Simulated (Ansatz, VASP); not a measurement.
## Two plane-wave programs on CdS

```xyz
2
Lattice="4.2036 0.0000 0.0000 -2.1018 3.6404 0.0000 0.0000 0.0000 5.7257" Properties=species:S:1:pos:R:3 pbc="T T T"
Cd    0.0000    0.0000    2.5347
S     2.1018    1.2135    2.4867
```

Change from the starting cell: volume scaled by 0.96.

Alike in both runs: task single point; functional PBE; k mesh 7 × 7 × 5; occupations fermi-dirac, width 0.05 eV; no spin polarisation.

```csv
,VASP,Ansatz
version,VASP 6.6.1,Ansatz 0.2.0
potentials or method,"VASP PAW PBE potentials, release 64 (Cd, S)",Ansatz PAW
plane-wave cutoff (eV),520,420
valence electrons in the cell,18,26
```

VASP gave:

```
gap on the k mesh at the Fermi level (eV)       : 1.54
least direct gap on the mesh (eV)               : 1.55
pressure (GPa)                                  : 1.2
largest component of the traceless stress (GPa) : 1.19
rms of the force components (eV/Å)              : 0.005
```

Q: What did Ansatz give for the same quantities?

A: gap on the k mesh at the Fermi level (eV): 1.54; least direct gap on the mesh (eV): 1.54; pressure (GPa): 1.0; largest component of the traceless stress (GPa): 0.96; rms of the force components (eV/Å): 0.003.

Atom by atom the forces differ by 0.002 eV/Å (rms over components). The two sets of potentials don't hold the same shells in valence.

Caveats: an odd mesh through Γ misses points on the zone boundary, where band edges often lie (VASP); odd divisions of the mesh miss points on the zone boundary, where band edges often lie, so the gap on the mesh can be too wide (Ansatz).
